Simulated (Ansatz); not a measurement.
**Al vacancy in Al2Cu**

The calculation used DFT PBE, scalar-relativistic, plane waves, PAW (Ansatz 0.2.0). (420 eV cutoff, 7×6×7 k-mesh, shifted by half a step, Gaussian smearing of 0.10 eV, no spin polarisation)

Host crystal, relaxed:

```cif
data_structure
_symmetry_space_group_name_H-M 'P 1'
_symmetry_Int_Tables_number 1
_cell_length_a 4.0890
_cell_length_b 4.0890
_cell_length_c 4.0890
_cell_angle_alpha 119.996
_cell_angle_beta 119.996
_cell_angle_gamma 90.006
_cell_volume 48.35
loop_
_atom_site_label
_atom_site_type_symbol
_atom_site_fract_x
_atom_site_fract_y
_atom_site_fract_z
_atom_site_occupancy
Al1 Al 0.75000 0.25000 0.50000 1
Al2 Al 0.25000 0.75000 0.50000 1
Cu1 Cu 0.50000 0.50000 0.00000 1
```

Supercell of 18 atoms, rows in host cell vectors: 1 2 1; 1 0 -1; -1 1 -1. Atoms relax at the host's cell, keeping the symmetry that the supercell leaves at the site. The cell is small, so energies carry finite-size errors of tenths of an eV. The host is a metal. Atoms are taken from and returned to the elements' standard states.

Defect: Al vacancy at (0.750, 0.250, 0.500) of the host cell.

**Question.** What is the formation energy of the neutral defect?

**Answer.** 1.82 eV.

**Question.** Does the neutral defect carry a moment, and how do its surroundings relax?

**Answer.** The neutral run had no spin polarisation, so a moment wasn't tested. The nearest neighbours before are 4 Cu at 2.50 Å, 6 Al at 2.89 Å; after relaxation the atoms near the site are 1 Cu at 2.49 Å, 2 Cu at 2.50 Å, 1 Cu at 2.51 Å, 3 Al at 2.87 Å, 3 Al at 2.88 Å; the largest move is 0.03 Å.